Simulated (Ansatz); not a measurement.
Al3Ni2:

```xyz
5
Lattice="3.9942 0.0000 0.0000 -1.9971 3.4591 0.0000 0.0000 0.0000 4.8809" Properties=species:S:1:pos:R:3 pbc="T T T"
Ni    1.9971    1.1530    4.1655
Ni    0.0000    2.3060    0.7154
Al    1.9971    1.1530    1.7177
Al    0.0000    2.3060    3.1632
Al    0.0000    0.0000    0.0000
```

The cell comes from a database or a generator and needn't be the stable form of this composition.

Base run:

- Program: Ansatz 0.2.0
- Functional: PBEsol
- Potentials or basis: Ansatz PAW
- Cutoff: 420 eV (not typed: the program's choice for these potentials)
- k mesh: 7 × 7 × 5
- Occupations: fermi-dirac, width 0.05 eV
- Spin: collinear spin, ferromagnetic start
- Starting moments: [0.75, 0.75, 0.0, 0.0, 0.0] μB
- Fixed moment: 1.5 μB

Its results: pressure 1.6 GPa; site moments Ni +0.39; Al +0.07 μB; largest force 0.065 eV/Å.

**Question.** The run is repeated on the same cell with these changes: fixed moment from 1.5 μB to 3 μB; moments at the start from [0.75, 0.75, 0.0, 0.0, 0.0] to [1.5, 1.5, 0.0, 0.0, 0.0]. What comes out?

**Answer.** Pressure 6.5 GPa; site moments Ni +0.74; Al +0.16, +0.14 μB; largest force 0.177 eV/Å.

Caveats: the total moment is fixed, so each spin has its own Fermi level; the PAW data sets come from PBE, with cores solved anew for the run's functional, which leaves a small shift of forces and pressure; the thresholds are loose for stress.
